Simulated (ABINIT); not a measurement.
# TePb (Pm-3m) in ABINIT: further runs, part 2 of 2

ABINIT 10.8.3 (patched build). The steps go on from the part before.

## Step 3: Band structure, LDA, spin-orbit coupling, no magnetisation

Contents of run.abi:

```
# Datasets: ground state, then fixed potential
ndtset 2

# Pseudopotentials
pp_dirpath "./"
pseudos "Pb.LDA_PW-JTH_sp.xml, Te.LDA_PW-JTH.xml"

# Structure
acell 7.5632263022 7.5632263022 7.5632263022
rprim
     1.0000000000     0.0000000000     0.0000000000
     0.0000000000     1.0000000000     0.0000000000
     0.0000000000     0.0000000000     1.0000000000
ntypat 2
znucl 82 52
natom 2
typat 1 2
xred
     0.0000000000     0.0000000000     0.0000000000
     0.5000000000     0.5000000000     0.5000000000

# Plane-wave basis
ecut 15.0
pawecutdg 30.0

# Exchange and correlation
ixc 7

# Bands and occupations
occopt 3
tsmear 0.05 eV

# Spin
nspinor 2
nspden 1
pawspnorb 1

# SCF cycle
nstep 100

# Output
iomode 3
prtwf 0
prteig 0
prtebands 0
enunit 1
prtden1 1
prtvha1 1
prtvclmb1 1
prtpot1 1

# Dataset 1
kptopt1 4
ngkpt1 7 7 7
nshiftk1 1
shiftk1 0.0 0.0 0.0
nband1 18
tolvrs1 1.0e-9

# Dataset 2: bands along G-X-M-G-R-X
iscf2 -2
getden2 1
nband2 30
nbdbuf2 8
tolwfr2 1.0e-11
kptopt2 -5
ndivsm2 6
prteig2 1
kptbounds2
     0.0000000000     0.0000000000     0.0000000000
     0.0000000000     0.5000000000     0.0000000000
     0.5000000000     0.5000000000     0.0000000000
     0.0000000000     0.0000000000     0.0000000000
     0.5000000000     0.5000000000     0.5000000000
     0.0000000000     0.5000000000     0.0000000000
```

Potentials or basis: JTH PAW LDA v2.0 sp.

Launch:

```bash
$ abinit run.abi > log 2>&1
```

run.abo:

```text
.Version 10.8.3 of ABINIT
 DATASET    1 : space group P4 3 2 (#207); Bravais cP (primitive cubic)
================================================================================
 Values of the parameters that define the memory need for DATASET  1.
     intxc =       0    ionmov =       0      iscf =      17    lmnmax =      13
     lnmax =       5     mgfft =      30  mpssoang =       3    mqgrid =    3001
     natom =       2  nloc_mem =       2    nspden =       1   nspinor =       2
    nsppol =       1      nsym =      24    n1xccc =       1    ntypat =       2
    occopt =       3   xclevel =       1
       mpw =        1217          nfft =       27000          nkpt =          21
 PAW method is used; the additional fine FFT grid is defined by:
   mgfftf=        40    nfftf =     64000
================================================================================
================================================================================

 DATASET    2 : space group P4 3 2 (#207); Bravais cP (primitive cubic)
================================================================================
 Values of the parameters that define the memory need for DATASET  2.
     intxc =       0    ionmov =       0      iscf =      -2    lmnmax =      13
     lnmax =       5     mgfft =      30  mpssoang =       3    mqgrid =    3001
     natom =       2  nloc_mem =       2    nspden =       1   nspinor =       2
    nsppol =       1      nsym =      24    n1xccc =       1    ntypat =       2
    occopt =       3   xclevel =       1
       mpw =        1222          nfft =       27000          nkpt =          39
 PAW method is used; the additional fine FFT grid is defined by:
   mgfftf=        40    nfftf =     64000
================================================================================
================================================================================

--------------------------------------------------------------------------------
------------- Echo of variables that govern the present computation ------------
[... 747 lines left out ...]
    1      0.00000000000000     0.00000000000000     0.00000000000000
    2      2.00114349865560     2.00114349865560     2.00114349865560
 length scales=  7.563226302200  7.563226302200  7.563226302200 bohr
              =  4.002286997311  4.002286997311  4.002286997311 angstroms
 Eigenvalues (   eV  ) for nkpt=  39  k points:
 kpt#   1, nband= 30, wtk=  1.00000, kpt=  0.0000  0.0000  0.0000 (reduced coord)
 -16.25221  -16.25221  -10.84486  -10.84486   -6.31589   -6.31589   -5.26677   -5.26677
  -5.26677   -5.26677   -0.55116   -0.55116   -0.02441   -0.02441   -0.02441   -0.02441
   1.94730    1.94730    1.94730    1.94730    3.81458    3.81458    3.81458    3.81458
   5.89542    5.89542    6.48853    6.48853    7.15907    7.15907
 kpt#   2, nband= 30, wtk=  1.00000, kpt=  0.0000  0.0833  0.0000 (reduced coord)
 -16.19827  -16.19827  -10.95636  -10.95636   -6.29177   -6.29177   -5.29995   -5.29995
  -5.20656   -5.20656   -0.77136   -0.77136    0.02930    0.02930    0.30202    0.30202
   1.57880    1.57880    1.73908    1.73908    3.80359    3.80359    3.84814    3.84814
   6.31530    6.31530    6.45697    6.45697    6.80434    6.80434
 kpt#   3, nband= 30, wtk=  1.00000, kpt=  0.0000  0.1667  0.0000 (reduced coord)
 -16.03937  -16.03937  -11.27921  -11.27921   -6.21819   -6.21819   -5.29752   -5.29752
  -5.03001   -5.03001   -1.33583   -1.33583    0.18934    0.18934    0.42984    0.42984
   1.18924    1.18924    1.51924    1.51924    3.73910    3.73910    3.96406    3.96406
   6.09605    6.09605    6.46827    6.46827    6.81401    6.81401
 kpt#   4, nband= 30, wtk=  1.00000, kpt=  0.0000  0.2500  0.0000 (reduced coord)
 -15.78604  -15.78604  -11.76550  -11.76550   -6.06634   -6.06634   -5.14117   -5.14117
[... 164 lines left out ...]
 -14.83174  -14.83174  -12.79243  -12.79243   -6.06052   -6.06052   -5.88536   -5.88536
  -4.70550   -4.70550   -2.88181   -2.88181   -1.77625   -1.77625   -0.27517   -0.27517
   2.60820    2.60820    2.86923    2.86923    3.39812    3.39812    4.77106    4.77106
   5.10890    5.10890    6.70310    6.70310    7.11917    7.11917
 kpt#  38, nband= 30, wtk=  1.00000, kpt=  0.0625  0.5000  0.0625 (reduced coord)
 -14.94925  -14.94925  -12.96961  -12.96961   -5.39338   -5.39338   -5.13157   -5.13157
  -4.29998   -4.29998   -3.19748   -3.19748   -2.03278   -2.03278   -0.96068   -0.96068
   1.85361    1.85361    2.45121    2.45121    3.58522    3.58522    4.85676    4.85676
   6.29744    6.29744    6.99922    6.99922    7.43147    7.43147
 kpt#  39, nband= 30, wtk=  1.00000, kpt=  0.0000  0.5000  0.0000 (reduced coord)
 -14.99024  -14.99024  -13.02991  -13.02991   -5.09231   -5.09231   -4.31058   -4.31058
  -4.22620   -4.22620   -3.92827   -3.92827   -2.11398   -2.11398   -1.11952   -1.11952
   1.57427    1.57427    2.20120    2.20120    3.64009    3.64009    4.87222    4.87222
   6.82007    6.82007    7.13606    7.13606    7.84291    7.84298

== END DATASET(S) ==============================================================
================================================================================

 -outvars: echo values of variables after computation  --------
            acell      7.5632263022E+00  7.5632263022E+00  7.5632263022E+00 Bohr
           etotal1    -1.2232238738E+01
            fcart1    -0.0000000000E+00 -0.0000000000E+00 -0.0000000000E+00
                      -0.0000000000E+00 -0.0000000000E+00 -0.0000000000E+00
           strten1     1.3897206538E-04  1.3897206538E-04  1.3897206538E-04
                       0.0000000000E+00  0.0000000000E+00  0.0000000000E+00
           xangst      0.0000000000E+00  0.0000000000E+00  0.0000000000E+00
                       2.0011434987E+00  2.0011434987E+00  2.0011434987E+00
             xred      0.0000000000E+00  0.0000000000E+00  0.0000000000E+00
                       5.0000000000E-01  5.0000000000E-01  5.0000000000E-01
 Calculation completed.
```

It took 67 s on 1 thread of Intel Xeon Platinum 8488C (Sapphire Rapids), shared host; peak memory 0.12 GiB.

What came out:

* Free energy: -332.8562 eV
* Pressure: -4.1 GPa
* Band gap on the k mesh: none (metal or under the smearing width)
* Valence electrons inside the program's atomic spheres: Pb 2.54; Te 3.11

Levels at the corners of the path, in eV from the Fermi level:
| point | band 7 | band 8 | band 9 | band 10 | band 11 | band 12 | band 13 | band 14 |
| --- | --- | --- | --- | --- | --- | --- | --- | --- |
| Γ | -1.14 | -1.14 | -1.14 | -1.14 | 3.57 | 3.57 | 4.10 | 4.10 |
| X | -0.19 | -0.19 | -0.10 | -0.10 | 0.19 | 0.19 | 2.01 | 2.01 |
| M | -4.32 | -4.32 | 0.26 | 0.26 | 2.71 | 2.71 | 4.07 | 4.07 |
| Γ | -1.14 | -1.14 | -1.14 | -1.14 | 3.57 | 3.57 | 4.10 | 4.10 |
| R | -2.22 | -2.22 | -2.22 | -2.22 | -1.83 | -1.83 | -0.57 | -0.57 |
| X | -0.19 | -0.19 | -0.10 | -0.10 | 0.19 | 0.19 | 2.01 | 2.01 |

Caveat: this set keeps more shells in the core, which shifts pressures and gaps.

## Step 4: Band structure, r2SCAN

Contents of run.abi:

```
# Datasets: ground state, then fixed potential
ndtset 2

# Pseudopotentials
pp_dirpath "./"
pseudos "Pb.LDA_PW-JTH.xml, Te.LDA_PW-JTH.xml"

# Structure
acell 3*1.0 Angstrom
rprim
     4.0022870000     0.0000000000     0.0000000000
     0.0000000000     4.0022870000     0.0000000000
     0.0000000000     0.0000000000     4.0022870000
ntypat 2
znucl 82 52
natom 2
typat 1 2
xred
     0.0000000000     0.0000000000     0.0000000000
     0.5000000000     0.5000000000     0.5000000000

# Plane-wave basis
ecut 544.227725 eV
pawecutdg 40.0

# Exchange and correlation
ixc -497498
usekden 1
pawxcdev 0

# Bands and occupations
occopt 3
tsmear 0.05 eV

# SCF cycle
nstep 100

# Output
iomode 3
prtwf 0
prteig 0
prtebands 0
enunit 1
prtden1 1
prtkden1 1
prtvha1 1
prtvclmb1 1
prtpot1 1

# Dataset 1
kptopt1 1
ngkpt1 7 7 7
nshiftk1 1
shiftk1 0.0 0.0 0.0
nband1 14
tolvrs1 1.0e-7

# Dataset 2: bands along G-X-M-G-R-X
iscf2 -2
getden2 1
getkden2 1
nband2 20
nbdbuf2 4
tolwfr2 1.0e-11
kptopt2 -5
ndivsm2 6
prteig2 1
kptbounds2
     0.0000000000     0.0000000000     0.0000000000
     0.0000000000     0.5000000000     0.0000000000
     0.5000000000     0.5000000000     0.0000000000
     0.0000000000     0.0000000000     0.0000000000
     0.5000000000     0.5000000000     0.5000000000
     0.0000000000     0.5000000000     0.0000000000
```

Potentials or basis: JTH PAW LDA v2.0.

Launch:

```bash
$ abinit run.abi > log 2>&1
```

Wall time 2.2 min (1 thread of Intel Xeon Platinum 8488C (Sapphire Rapids), shared host); peak memory 0.15 GiB.

The run converged. Its results:

```
Free energy                                           : 154.8433 eV
Band gap on the k mesh                                : none (metal or under the smearing width)
Valence electrons inside the program's atomic spheres : Pb 11.28; Te 3.16
```

Levels at the corners of the path, in eV from the Fermi level:
```
point  band 6  band 7  band 8  band 9  band 10  band 11  band 12  band 13  band 14  band 15
    Γ  -12.64   -6.96   -1.67   -1.67    -1.67     4.49     4.49     5.54     5.54     5.54
    X  -11.21   -9.43   -0.81   -0.21    -0.21     0.48     2.44     2.44     5.86     7.62
    M  -10.43   -8.27   -4.53   -4.53     0.17     3.74     4.02     4.02     6.68     7.43
    Γ  -12.64   -6.96   -1.67   -1.67    -1.67     4.49     4.49     5.54     5.54     5.54
    R  -10.03   -7.51   -2.57   -2.57    -2.57    -0.96    -0.96    -0.96    14.74    14.74
    X  -11.21   -9.43   -0.81   -0.21    -0.21     0.48     2.44     2.44     5.86     7.62
```

Caveat: the cutoff is too short for stress, so the log's stress isn't used; totals of a meta-GGA on PAW files have another zero than those of a GGA; the PAW data sets were made with another functional, which shifts forces and pressure a little; spin-orbit coupling is left out, which moves the levels of the heavy elements.

## Step 5: Equation of state, LDA

Contents of run.abi:

```
ndtset 7
getwfk -1
scalecart1 3*0.9795861087
scalecart2 3*0.9864848297
scalecart3 3*0.9932883884
scalecart4 3*1.0000000000
scalecart5 3*1.0066227096
scalecart6 3*1.0131594038
scalecart7 3*1.0196128224

pp_dirpath "./"
pseudos "Pb.LDA_PW-JTH.xml, Te.LDA_PW-JTH.xml"

acell 7.5632263022 7.5632263022 7.5632263022
rprim
     1.0000000000     0.0000000000     0.0000000000
     0.0000000000     1.0000000000     0.0000000000
     0.0000000000     0.0000000000     1.0000000000
ntypat 2
znucl 82 52
natom 2
typat 1 2
xred
     0.0000000000     0.0000000000     0.0000000000
     0.5000000000     0.5000000000     0.5000000000

ecut 462.593566 eV
pawecutdg 34.0

kptopt 1
ngkpt 7 7 7
nshiftk 1
shiftk 0.0 0.0 0.0

ixc 7

nband 14
occopt 3
tsmear 0.05 eV

nstep 100
tolvrs 1.0e-9

iomode 3
prtwf 1
prtden 0
prteig 0
prtebands 0
enunit 1
```

Launch:

```bash
$ abinit run.abi > log 2>&1
```

Run time: 63 s. Hardware: 1 thread of Intel Xeon Platinum 8488C (Sapphire Rapids), shared host; peak memory 0.13 GiB.

Results (log left out):

| Quantity | Value |
| --- | --- |
| Equilibrium volume | 29.11 Å³/atom (rough: see the caveat) |
| Bulk modulus | 51 GPa (rough) |

Energy against volume, from the lowest point:
| volume (Å³/atom) | energy (meV/atom) |
| --- | --- |
| 30.132 | 0.00 |
| 30.773 | 8.11 |
| 31.414 | 19.85 |
| 32.055 | 34.47 |
| 32.696 | 51.43 |
| 33.337 | 71.06 |
| 33.978 | 92.72 |

Caveat: the cutoff is too short for stress, so the log's stress isn't used; pressures at fixed basis lie under the slope of the energies; the minimum lies outside the volumes run. Spin-orbit coupling is left out, which matters for the levels of Pb, Te.

## Step 6: Band structure, HCTH407

Contents of run.abi:

```
# Datasets: ground state, then fixed potential
ndtset 2

# Pseudopotentials
pp_dirpath "./"
pseudos "Pb.GGA_PBE-JTH.xml, Te.GGA_PBE-JTH.xml"

# Structure
acell 3*1.0
rprim
     7.5632263022     0.0000000000     0.0000000000
     0.0000000000     7.5632263022     0.0000000000
     0.0000000000     0.0000000000     7.5632263022
ntypat 2
znucl 82 52
natom 2
typat 1 2
xcart
     0.0000000000     0.0000000000     0.0000000000
     2.0011435000     2.0011435000     2.0011435000 Angstrom

# Plane-wave basis
ecut 22.0
pawecutdg 44.0

# Exchange and correlation
ixc 27

# Bands and occupations
occopt 3
tsmear 0.05 eV

# SCF cycle
nstep 100

# Output
iomode 3
prtwf 0
prteig 0
prtebands 0
prtden1 1

# Dataset 1
kptopt1 1
ngkpt1 7 7 7
nshiftk1 1
shiftk1 0.0 0.0 0.0
nband1 14
tolvrs1 1.0e-9

# Dataset 2: bands along G-X-M-G-R-X
iscf2 -2
getden2 1
nband2 20
nbdbuf2 4
tolwfr2 1.0e-11
kptopt2 -5
ndivsm2 5
prteig2 1
kptbounds2
     0.0000000000     0.0000000000     0.0000000000
     0.0000000000     0.5000000000     0.0000000000
     0.5000000000     0.5000000000     0.0000000000
     0.0000000000     0.0000000000     0.0000000000
     0.5000000000     0.5000000000     0.5000000000
     0.0000000000     0.5000000000     0.0000000000
```

Potentials or basis: JTH PAW PBE v2.0.

Launch:

```bash
$ abinit run.abi > log 2>&1
```

Wall time 58 s (1 thread of Intel Xeon Platinum 8488C (Sapphire Rapids), shared host); peak memory 0.12 GiB.

It converged, with:

* Free energy: -1908.2897 eV
* Pressure: 2.5 GPa
* Band gap on the k mesh: none (metal or under the smearing width)
* Valence electrons inside the program's atomic spheres: Pb 11.34; Te 3.19

Levels at the corners of the path, in eV from the Fermi level:
```csv
point,band 8,band 9,band 10,band 11,band 12,band 13
Γ,-1.54,-1.54,-1.54,4.32,4.32,5.14
X,-0.85,-0.19,-0.19,0.24,2.35,2.35
M,-4.27,-4.27,0.16,3.53,3.71,3.71
Γ,-1.54,-1.54,-1.54,4.32,4.32,5.14
R,-2.40,-2.40,-2.40,-0.93,-0.93,-0.93
X,-0.85,-0.19,-0.19,0.24,2.35,2.35
```

Caveat: the PAW data sets were made with another functional, which shifts forces and pressure a little; spin-orbit coupling is left out, which moves the levels of the heavy elements.

## Step 7: Summary

| task | level | potentials or basis | spin | cutoff (eV) | fine-grid cutoff | gap on the mesh (eV) | pressure (GPa) |
| --- | --- | --- | --- | --- | --- | --- | --- |
| band structure | PBEsol | JTH PAW PBE v2.0 | SOC, no magnetisation | 599 | 1197.3 eV | none | -2.8 |
| band structure | LDA | JTH PAW LDA v2.0 sp | SOC, no magnetisation | 408 | 816.342 eV | none | -4.1 |
| band structure | r2SCAN | JTH PAW LDA v2.0 | off | 544 | 1088.46 eV | none | - |
| equation of state | LDA | JTH PAW LDA v2.0 | off | 463 | 925.187 eV | - | - |
| band structure | HCTH407 | JTH PAW PBE v2.0 | off | 599 | 1197.3 eV | none | 2.5 |

Alike in all rows: cell as given; k mesh 7 × 7 × 7; smearing fermi-dirac 0.05 eV.

Caveats: the PAW data sets were made with another functional, which shifts forces and pressure a little (some runs); spin-orbit coupling is left out, which moves the levels of the heavy elements (some runs); this set keeps more shells in the core, which shifts pressures and gaps (some runs); totals of a meta-GGA on PAW files have another zero than those of a GGA (some runs); pressures at fixed basis lie under the slope of the energies (some runs); the minimum lies outside the volumes run (some runs).

Total energies depend on the potentials used, so only differences within one code and one set of settings carry meaning.
